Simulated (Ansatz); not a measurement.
## Ga under changes of volume

One of the cells (18.191 Å³/atom); the others are scaled copies at fixed shape and fractional positions:

```
Ga
1.0
     2.77842    0.00000    0.00000
     0.00000    3.28161    0.00000
    -1.34343    0.00000    3.99027
Ga
2
Direct
  0.13460 0.75000 0.77017
  0.86540 0.25000 0.22983
```

This isn't the form of Ga at room conditions, which is orthorhombic.

```yaml
Program: Ansatz 0.2.0
Functional: PBEsol
Potentials_or_basis: Ansatz PAW
Cutoff: "420 eV (not typed: the program's choice for these potentials)"
k_mesh: 10 × 8 × 7
Occupations: fermi-dirac, width 0.05 eV
Spin: no spin polarisation
```

```csv
volume (Å³/atom),energy over the lowest point (meV/atom),pressure (GPa),largest force (eV/Å)
17.100,8.97,3.4,0.095
17.463,2.83,1.9,0.087
17.827,0.00,0.5,0.079
18.191,?,?,?
18.555,2.89,-1.7,0.063
18.919,7.93,-2.7,0.055
19.283,15.10,-3.6,0.048
```

Question: What does the run at 18.191 Å³/atom give?

Answer: Energy over the lowest point 0.16 meV/atom; pressure -0.7 GPa; largest force 0.071 eV/Å.

Worked out: A Birch-Murnaghan fit of order 3 (a polynomial in V^(-2/3)) to the other rows has its minimum at 17.99 Å³/atom with B0 = V·E''(V) = 61 GPa and B' = 4.9 at fixed shape and positions, which overstates the stiffness. It gives 0.13 meV/atom at 18.191 Å³/atom, against the run's 0.16, and -dE/dV = -0.7 GPa, against -0.7.

Energies are extrapolated to zero smearing.

Caveats: the PAW data sets come from PBE, with cores solved anew for the run's functional, which leaves a small shift of forces and pressure.
